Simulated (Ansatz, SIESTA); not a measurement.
Given: the input of a run of Ansatz 0.2.0 on Al (Aluminum). 

input.yaml

```yaml
crystal:
  lattice:
    - [0.0, 2.024805, 2.024805]
    - [2.024805, 0.0, 2.024805]
    - [2.024805, 2.024805, 0.0]
  atoms:
    - { symbol: Al, position: [0.0, 0.0, 0.0] }
kpoints:
  mp_grid: { grid: [11, 11, 11] }
scf:
  occupations: { method: fermi_dirac, width: 0.05 }
hamiltonian:
  xc: pbe
  pseudopotentials: { kind: all_electron, lapw: { basis_error: 0.001 } }
output:
  forces: true
  stress: true
relax:
  f_tol: 0.02
  max_steps: 60
  cell: {}
```

Potentials or basis: all-electron LAPW, scalar-relativistic.

The run is started by

```bash
$ ansatz run input.yaml --threads 1 --pin off --max-ram 3072MiB --backend cpu --events-out ev --progress --plain --runs-dir out
```

Problem. Translate it to SIESTA 5.4.2. Potentials or basis there: files PseudoDojo sr-pbe-0.4.1-standard, TZDP (energy shift 0.01 Ry).

Solution. As run (cutoffs and basis follow the program's own potentials, and thresholds, step limits or extra output files can differ):

Contents of Al.fdf:

```
SystemName                      Aluminum
SystemLabel                     Al
NumberOfSpecies                 1
NumberOfAtoms                   1
%block ChemicalSpeciesLabel
  1  13 Al
%endblock ChemicalSpeciesLabel

LatticeConstant                 1.0 Ang
%block LatticeVectors
     0.0000000000     2.0248050000     2.0248050000
     2.0248050000     0.0000000000     2.0248050000
     2.0248050000     2.0248050000     0.0000000000
%endblock LatticeVectors
AtomicCoordinatesFormat         Fractional
%block AtomicCoordinatesAndAtomicSpecies
     0.0000000000     0.0000000000     0.0000000000  1  Al
%endblock AtomicCoordinatesAndAtomicSpecies

%block kgrid.MonkhorstPack
   11   0   0  0.0
    0  11   0  0.0
    0   0  11  0.0
%endblock kgrid.MonkhorstPack
XC.Functional                   GGA
XC.Authors                      PBE
PAO.BasisSize                   TZDP
PAO.EnergyShift                 0.01 Ry
Mesh.Cutoff                     500 Ry
OccupationFunction              FD
ElectronicTemperature           0.05 eV
MaxSCFIterations                120
SCF.MustConverge                false
SCF.Mixer.Method                Pulay
SCF.Mixer.Weight                0.25
SCF.Mixer.History               8
SCF.DM.Tolerance                5.0e-05
SCF.H.Tolerance                 1.0e-03 eV
WriteForces                     true
Charge.Mulliken                 end
MD.TypeOfRun                    CG
MD.Steps                        40
MD.MaxForceTol                  0.01 eV/Ang
MD.MaxDispl                     0.1 Ang
WriteCoorStep                   true
AtomCoorFormatOut               Fractional
MD.VariableCell                 true
MD.MaxStressTol                 0.1 GPa
%block PAO.PolarizationScheme
  Al non-perturbative
%endblock PAO.PolarizationScheme
```

Potentials or basis: PseudoDojo 0.4 standard (PBE files), converted to PSML, TZDP (energy shift 0.01 Ry).

Run with:

```sh
$ siesta < Al.fdf > Al.out 2>&1
```

Both were run:

|  | Ansatz | SIESTA |
| --- | --- | --- |
| Relaxed volume | 16.51 Å³/atom | 16.47 Å³/atom |
| Relaxed cell | a = 2.858 Å, b = 2.858 Å, c = 2.858 Å, α = 60.00°, β = 60.00°, γ = 60.00° | a = 2.856 Å, b = 2.856 Å, c = 2.856 Å, α = 60.00°, β = 60.00°, γ = 60.00° |
| Space group after relaxing | Fm-3m (No. 225) | Fm-3m (No. 225) |
| Pressure after relaxing | 0.0 GPa | 0.0 GPa |

Where Ansatz's input types no cutoff or centring, it takes its own default and a Γ-centred mesh.

Pressure is positive in compression.
